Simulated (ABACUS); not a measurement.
# GaAs (F-43m) in ABACUS: settings compared

The runs below take GaAs through single point, relaxation of cell and atoms, with TM, revPBE.

Program: ABACUS 3.10.1. These are calculated values, not measurements. Logs are shortened: lines on timing, memory, paths and dates and some standing lists are left out, and cuts for length are marked.

**The experiment to reproduce.**

“Evidence of valence band perturbations in GaAsN/GaAs(001): A combined variable-angle spectroscopic ellipsometry and modulated photoreflectance investigation”, 2008, arxiv:0805.2212 reports, for a bulk crystal of GaAs at 300 K: band gap 1.418 ± 0.005 eV (direct); band gap 1.412 ± 0.01 eV (direct).

The runs below are set against these values where they give the same quantity.

## 1. Starting point

Symmetry: F-43m, No. 216, cubic system. Conventional cell: a = 5.654 Å, b = 5.654 Å, c = 5.654 Å, α = 90.00°, β = 90.00°, γ = 90.00°. As (site symmetry -43m) is surrounded by 4 Ga at 2.45 Å. Ga (site symmetry -43m) has 4 As at 2.45 Å as nearest neighbours.

## 2. Single point, TM

run_abacus.py

```python
"""ABACUS run from a structure file: ASE reads it, the script writes STRU, KPT and INPUT."""
import re
import subprocess
import spglib
from ase import Atoms
from ase.io import read
from ase.units import Bohr

atoms = read("GaAs.cif")
cell, frac, numbers = spglib.standardize_cell((atoms.cell[:], atoms.get_scaled_positions(), atoms.numbers), to_primitive=True, symprec=1e-4)
atoms = Atoms(numbers=numbers, cell=cell, scaled_positions=frac, pbc=True)  # the primitive cell
atoms = atoms[(-atoms.numbers).argsort(kind="stable")]  # ABACUS lists atoms element by element
pseudo = {'As': 'As_ONCV_PBE-1.2.upf', 'Ga': 'Ga_ONCV_PBE-1.2.upf'}
orbital = {}
magmoms = None
kmesh = [5, 5, 5]
params = {
    'suffix': 'GaAs',
    'calculation': 'scf',
    'basis_type': 'pw',
    'pseudo_dir': './',
    'symmetry': 1,
    'dft_functional': 'MGGA_X_TM+MGGA_C_TM',
    'ecutwfc': 97,
    'pseudo_rcut': 10,
    'nspin': 1,
    'nbands': 19,
    'ks_solver': 'dav',
    'smearing_method': 'fd',
    'smearing_sigma': 0.00367493,
    'scf_thr': 1e-08,
    'scf_nmax': 100,
    'mixing_type': 'broyden',
    'mixing_beta': 0.7,
    'cal_force': 1,
    'cal_stress': 1,
    'mixing_tau': 1,
    'out_chg': 1,
    'kpar': 4,
}

symbols = atoms.get_chemical_symbols()
elements = list(dict.fromkeys(symbols))
lines = ["ATOMIC_SPECIES"] + [f"{e} {atoms.get_masses()[symbols.index(e)]:.4f} {pseudo[e]}" for e in elements]
if orbital:
    lines += ["", "NUMERICAL_ORBITAL"] + [orbital[e] for e in elements]
lines += ["", "LATTICE_CONSTANT", f"{1 / Bohr:.10f}", "", "LATTICE_VECTORS"]
lines += [" ".join(f"{x:.10f}" for x in v) for v in atoms.cell]
lines += ["", "ATOMIC_POSITIONS", "Direct"]
for e in elements:
    lines += ["", e, "0.0", str(symbols.count(e))]
    for i, p in enumerate(atoms.get_scaled_positions(wrap=False)):
        if symbols[i] == e:
            mag = "" if magmoms is None else " mag " + " ".join(str(x) for x in (magmoms[i] if isinstance(magmoms[i], list) else [magmoms[i]]))
            lines.append(" ".join(f"{x:.10f}" for x in p) + " 1 1 1" + mag)
open("STRU", "w").write("\n".join(lines) + "\n")
open("KPT", "w").write("K_POINTS\n0\nGamma\n%d %d %d 0 0 0\n" % tuple(kmesh))
open("INPUT", "w").write("INPUT_PARAMETERS\n" + "".join(f"{k:<20s}{v}\n" for k, v in params.items()))

done = subprocess.run(['mpirun', '-np', '4', 'abacus'])
if done.returncode:
    raise SystemExit(done.returncode)
log = open("OUT.GaAs/running_scf.log").read()
print("final energy (eV):", re.findall(r"FINAL_ETOT_IS (\S+)", log))
```

GaAs.cif

```cif
data_GaAs
_cell_length_a 5.65370000
_cell_length_b 5.65370000
_cell_length_c 5.65370000
_cell_angle_alpha 90.00000000
_cell_angle_beta 90.00000000
_cell_angle_gamma 90.00000000
_space_group_name_H-M_alt 'F-43m'
_space_group_name_Hall 'F -4 2 3'
_space_group_IT_number 216
loop_
_space_group_symop_operation_xyz
'x,y,z'
'y,-x,-z'
'-x,-y,z'
'-y,x,-z'
'x,-y,-z'
'y,x,z'
'-x,y,-z'
'-y,-x,z'
'z,x,y'
'-z,y,-x'
'z,-x,-y'
'-z,-y,x'
'-z,x,-y'
'z,y,x'
'-z,-x,y'
'z,-y,-x'
'y,z,x'
'-x,-z,y'
'-y,z,-x'
'x,-z,-y'
'-y,-z,x'
'x,z,y'
'y,-z,-x'
'-x,z,-y'
'x,y+1/2,z+1/2'
'y,-x+1/2,-z+1/2'
'-x,-y+1/2,z+1/2'
'-y,x+1/2,-z+1/2'
'x,-y+1/2,-z+1/2'
'y,x+1/2,z+1/2'
'-x,y+1/2,-z+1/2'
'-y,-x+1/2,z+1/2'
'z,x+1/2,y+1/2'
'-z,y+1/2,-x+1/2'
'z,-x+1/2,-y+1/2'
'-z,-y+1/2,x+1/2'
'-z,x+1/2,-y+1/2'
'z,y+1/2,x+1/2'
'-z,-x+1/2,y+1/2'
'z,-y+1/2,-x+1/2'
'y,z+1/2,x+1/2'
'-x,-z+1/2,y+1/2'
'-y,z+1/2,-x+1/2'
'x,-z+1/2,-y+1/2'
'-y,-z+1/2,x+1/2'
'x,z+1/2,y+1/2'
'y,-z+1/2,-x+1/2'
'-x,z+1/2,-y+1/2'
'x+1/2,y,z+1/2'
'y+1/2,-x,-z+1/2'
'-x+1/2,-y,z+1/2'
'-y+1/2,x,-z+1/2'
'x+1/2,-y,-z+1/2'
'y+1/2,x,z+1/2'
'-x+1/2,y,-z+1/2'
'-y+1/2,-x,z+1/2'
'z+1/2,x,y+1/2'
'-z+1/2,y,-x+1/2'
'z+1/2,-x,-y+1/2'
'-z+1/2,-y,x+1/2'
'-z+1/2,x,-y+1/2'
'z+1/2,y,x+1/2'
'-z+1/2,-x,y+1/2'
'z+1/2,-y,-x+1/2'
'y+1/2,z,x+1/2'
'-x+1/2,-z,y+1/2'
'-y+1/2,z,-x+1/2'
'x+1/2,-z,-y+1/2'
'-y+1/2,-z,x+1/2'
'x+1/2,z,y+1/2'
'y+1/2,-z,-x+1/2'
'-x+1/2,z,-y+1/2'
'x+1/2,y+1/2,z'
'y+1/2,-x+1/2,-z'
'-x+1/2,-y+1/2,z'
'-y+1/2,x+1/2,-z'
'x+1/2,-y+1/2,-z'
'y+1/2,x+1/2,z'
'-x+1/2,y+1/2,-z'
'-y+1/2,-x+1/2,z'
'z+1/2,x+1/2,y'
'-z+1/2,y+1/2,-x'
'z+1/2,-x+1/2,-y'
'-z+1/2,-y+1/2,x'
'-z+1/2,x+1/2,-y'
'z+1/2,y+1/2,x'
'-z+1/2,-x+1/2,y'
'z+1/2,-y+1/2,-x'
'y+1/2,z+1/2,x'
'-x+1/2,-z+1/2,y'
'-y+1/2,z+1/2,-x'
'x+1/2,-z+1/2,-y'
'-y+1/2,-z+1/2,x'
'x+1/2,z+1/2,y'
'y+1/2,-z+1/2,-x'
'-x+1/2,z+1/2,-y'
loop_
_atom_site_label
_atom_site_type_symbol
_atom_site_symmetry_multiplicity
_atom_site_Wyckoff_symbol
_atom_site_fract_x
_atom_site_fract_y
_atom_site_fract_z
_atom_site_occupancy
As1 As 4 c 0.2500000000 0.2500000000 0.2500000000 1
Ga1 Ga 4 a 0.0000000000 0.0000000000 0.0000000000 1
```

Potentials or basis: SG15 ONCV 1.2 PBE, plane waves.

The run is started by

```console
> OMP_NUM_THREADS=1 python run_abacus.py > log
```

running log:

```text
ABACUS v3.10.1

               Atomic-orbital Based Ab-initio Computation at UStc

 ------------------------------------------------------------------------------------

 READING GENERAL INFORMATION
                           global_out_dir = OUT.GaAs/
                           global_in_card = INPUT
                               pseudo_dir = ./
                              orbital_dir =
                                    DSIZE = 4
                                    GSIZE = 1

 READING UNITCELL INFORMATION
                                    ntype = 2
                  lattice constant (Bohr) = 1.88973
              lattice constant (Angstrom) = 1

 READING ATOM TYPE 1
                               atom label = As
                      L=0, number of zeta = 1
                      L=1, number of zeta = 1
                      L=2, number of zeta = 1
             number of atom for this type = 1

 READING ATOM TYPE 2
                               atom label = Ga
                      L=0, number of zeta = 1
                      L=1, number of zeta = 1
                      L=2, number of zeta = 1
             number of atom for this type = 1

                        TOTAL ATOM NUMBER = 2
DIRECT COORDINATES
    atom                   x                   y                   z     mag                  vx                  vy                  vz
taud_As1            0.2500000000        0.2500000000        0.2500000000  0.0000        0.0000000000        0.0000000000        0.0000000000
taud_Ga1            0.0000000000        0.0000000000        0.0000000000  0.0000        0.0000000000        0.0000000000        0.0000000000

                          Volume (Bohr^3) = 304.884
                             Volume (A^3) = 45.1791

 Lattice vectors: (Cartesian coordinate: in unit of a_0)
                   +0            +2.82685            +2.82685
             +2.82685                  +0            +2.82685
             +2.82685            +2.82685                  +0
 Reciprocal vectors: (Cartesian coordinate: in unit of 2 pi/a_0)
            -0.176875           +0.176875           +0.176875
            +0.176875           -0.176875           +0.176875
            +0.176875           +0.176875           -0.176875
 The esolver type has been set to : ksdft_pw

                PAO radial cut off (Bohr) = 10

 Read in pseudopotential file is As_ONCV_PBE-1.2.upf
                     pseudopotential type = NC
          exchange-correlation functional = PBE
                 nonlocal core correction = 0
                        valence electrons = 5
                                     lmax = 2
                           number of zeta = 0
                     number of projectors = 6
                           L of projector = 0
                           L of projector = 0
                           L of projector = 1
                           L of projector = 1
                           L of projector = 2
                           L of projector = 2
 XC functional updated to : MGGA_X_TM+MGGA_C_TM
          exchange-correlation functional = MGGA_X_TM+MGGA_C_TM
                PAO radial cut off (Bohr) = 10

 Read in pseudopotential file is Ga_ONCV_PBE-1.2.upf
[... 156 lines left out ...]
 --------------- sum -------------------
        1            421           5601

 SETUP NONLOCAL PSEUDOPOTENTIALS IN PLANE WAVE BASIS
 As non-local projectors:
 projector 1 L=0
 projector 2 L=0
 projector 3 L=1
 projector 4 L=1
 projector 5 L=2
 projector 6 L=2
 Ga non-local projectors:
 projector 1 L=0
 projector 2 L=0
 projector 3 L=1
 projector 4 L=1
 projector 5 L=2
 projector 6 L=2
      TOTAL NUMBER OF NONLOCAL PROJECTORS = 36

 Init Non-Local PseudoPotential table :
 Init Non-Local-Pseudopotential done.

                                     npwx = 4957

 -------------------------------------------
 SELF-CONSISTENT
 -------------------------------------------
                                 init_chg = atomic

 PW ALGORITHM --------------- ION=   1  ELEC=   1--------------------------------

 Notice: Threshold on eigenvalues was too large.
 hsover_error=0.18 > DRHO=0.0886868
 Origin diag ethr = 0.01
 New diag ethr = 0.000492705

 Density error is 0.0830985243572
                          Error Threshold = 0.000492704664066
----------------------------------------------------------
     Energy           Rydberg                 eV
----------------------------------------------------------
 E_KohnSham     -143.5786635314      -1953.4879352518
 E_Harris       -144.9579972380      -1972.2547331050
 E_Fermi        0.5374264245         7.3120616284
----------------------------------------------------------
[... 75 lines left out ...]
 Density error is 6.13128418915e-10
                          Error Threshold = 8.87486788792e-11
----------------------------------------------------------
     Energy           Rydberg                 eV
----------------------------------------------------------
 E_KohnSham     -143.6658907215      -1954.6747220583
 E_KS(sigma->0) -143.6658895432      -1954.6747060265
 E_Harris       -143.6659097178      -1954.6749805159
 E_band         -4.3433215920        -59.0939218972
 E_one_elec     -82.4636698763       -1121.9757883090
 E_Hartree      52.6662898683        716.5616347281
 E_xc           -20.8583930928       -283.7929971861
 E_Ewald        -93.0101152640       -1265.4675392276
 E_entropy(-TS) -0.0000023566        -0.0000320636
 E_descf        0.0000000000         0.0000000000
 E_exx          0.0000000000         0.0000000000
 E_Fermi        0.5523305883         7.5148431805
----------------------------------------------------------

 charge density convergence is achieved
 final etot is -1954.6747221 eV
 EFERMI = 7.5148431805 eV

 STATE ENERGY(eV) AND OCCUPATIONS    NSPIN == 1
 1/3 kpoint (Cartesian) = 0.0000 0.0000 0.0000 (4957 pws)
       1       -7.44037      0.0160000
       2       -7.44037      0.0160000
       3       -7.44037      0.0160000
       4       -7.36425      0.0160000
       5       -7.36425      0.0160000
       6       -5.59535      0.0160000
[... 53 lines left out ...]
      18        22.0503        0.00000
      19        22.0503        0.00000

------------------------------------------------------------------------------------------
 TOTAL-FORCE (eV/Angstrom)
------------------------------------------------------------------------------------------
                       As1         0.0000000000         0.0000000000         0.0000000000
                       Ga1         0.0000000000         0.0000000000         0.0000000000
------------------------------------------------------------------------------------------

----------------------------------------------------------------
 TOTAL-STRESS (KBAR)
----------------------------------------------------------------
        -2.6704805397        -0.0000000000         0.0000000000
        -0.0000000000        -2.6704805397         0.0000000000
        -0.0000000000         0.0000000000        -2.6704805397
----------------------------------------------------------------
 TOTAL-PRESSURE: -2.670481 KBAR

 --------------------------------------------
 !FINAL_ETOT_IS -1954.6747220583015405 eV
 --------------------------------------------
```

Wall time 17 s (4 MPI ranks of Intel Xeon Platinum 8488C (Sapphire Rapids), shared host); peak memory 0.44 GiB.

Results:

| Item | Value |
| --- | --- |
| Free energy | -1954.6747 eV |
| Pressure | -0.3 GPa |
| Band gap on the k mesh | 0.65 eV, direct |

Caveat: the potentials were made for another functional, which shifts forces and pressure; an odd mesh through Γ misses points on the zone boundary, where band edges often lie.

(Continued in part 2 of 2.)
